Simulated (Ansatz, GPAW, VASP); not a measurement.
## C: 3 runs at one level of theory

```
CELL_PARAMETERS angstrom
0.00000 1.78337 1.78337
1.78337 0.00000 1.78337
1.78337 1.78337 0.00000
ATOMIC_POSITIONS crystal
C 0.75000 0.75000 0.75000
C 0.50000 0.50000 0.50000
```

Alike in all runs: task single point; functional PBE; k mesh 13 × 13 × 13; occupations gaussian, width 0.021 eV; no spin polarisation; no spin-orbit coupling. Pressure is positive in compression and, in plane waves, holds the error of the finite cutoff.

```tsv
program and potentials	plane-wave cutoff (eV)	notes	pressure (GPa)
GPAW, GPAW PAW data sets (gpaw-data 1.2.1)	800	-	1.42
VASP, PBE PAW files C, 520 eV	520	-	2.47
Ansatz, all-electron LAPW, scalar-relativistic	-	-	?
```

Q: Estimate from the other rows what the run with Ansatz, all-electron LAPW, scalar-relativistic gave.

A: Pressure 1.75 GPa. The other rows, which needn't bracket it: pressure 1.42 to 2.47.
